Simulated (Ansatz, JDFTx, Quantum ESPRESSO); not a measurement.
**One calculation of C, 3 ways**

```
CELL_PARAMETERS angstrom
0.00000 1.78337 1.78337
1.78337 0.00000 1.78337
1.78337 1.78337 0.00000
ATOMIC_POSITIONS crystal
C 0.75000 0.75000 0.75000
C 0.50000 0.50000 0.50000
```

Alike in all runs: task single point; functional PBE; k mesh 13 × 13 × 13; occupations fermi-dirac, width 0.05 eV; no spin polarisation; no spin-orbit coupling. Pressure is positive in compression and, in plane waves, holds the error of the finite cutoff, which Ansatz's Pulay term estimates and takes out.

```json
{"program and potentials": "Ansatz, Ansatz PAW", "plane-wave cutoff (eV)": "600", "notes": "Pulay term of +0.05 GPa included", "pressure (GPa)": "1.78"}
{"program and potentials": "JDFTx, PseudoDojo-SR-PBE-0.5-standard", "plane-wave cutoff (eV)": "1116", "notes": "-", "pressure (GPa)": "1.85"}
{"program and potentials": "Quantum ESPRESSO, SSSP 1.3 efficiency PBE", "plane-wave cutoff (eV)": "748", "notes": "-", "pressure (GPa)": "1.94"}
```

The pressure spans 1.78 (Ansatz, Ansatz PAW) to 1.94 GPa (Quantum ESPRESSO, SSSP 1.3 efficiency PBE).

Differences between rows come from potentials, basis sets and numerical settings, since the functional is the same but for its coding. Runs on potential files found faulty are left out.

All three calculations put diamond under modest compression at this cell, so the PBE lattice would relax outward. The cell lies close to the measured one, and the sign fits PBE's known tendency to make covalent bonds slightly too long. Zero-point motion, absent from a static calculation, would push the lattice outward a little further. That so small a mismatch in length produces a pressure of this size reflects the stiffness of the sp3 network, in which a uniform change of volume must stretch or compress every strong, directional C–C bond.

The same stiffness means that the spread from 1.78 to 1.94 GPa corresponds to only a minute difference in equilibrium lattice constant. The pressures don't follow the order of the cutoffs, and the Pulay term in the Ansatz value narrows the spread rather than causing it. Different descriptions of the carbon core probably contribute to what remains. A pressure at one volume fixes the direction of relaxation, but neither the equilibrium lattice constant nor the bulk modulus.
